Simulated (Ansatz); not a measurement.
The calculation used DFT PBE, scalar-relativistic, plane waves, PAW in Ansatz 0.2.0.

Settings: cutoff 420 eV, Γ-centred mesh 14×14×8 on the computed 2-atom cell, Gaussian smearing of 0.10 eV; no spin polarisation.

Structure with the computed forces (eV/Å) in the last three columns:

```xyz
2
Lattice="3.1592 0.0211 -0.0622 -1.5613 2.7198 0.0589 -0.1019 0.0526 5.0993" Properties=species:S:1:pos:R:3:forces:R:3 pbc="T T T" pressure_GPa=-0.18
Li    0.0151    1.9408    1.5194   -0.0450   -0.0520   -0.5250
Li    1.4809    0.8526    3.5766    0.0450    0.0520    0.5250
```

Stress tensor (GPa, compression positive):

```
-1.03 -0.45  0.20
-0.45 -0.12  0.25
 0.20  0.25  0.62
```

This form isn't the element's structure at ambient conditions.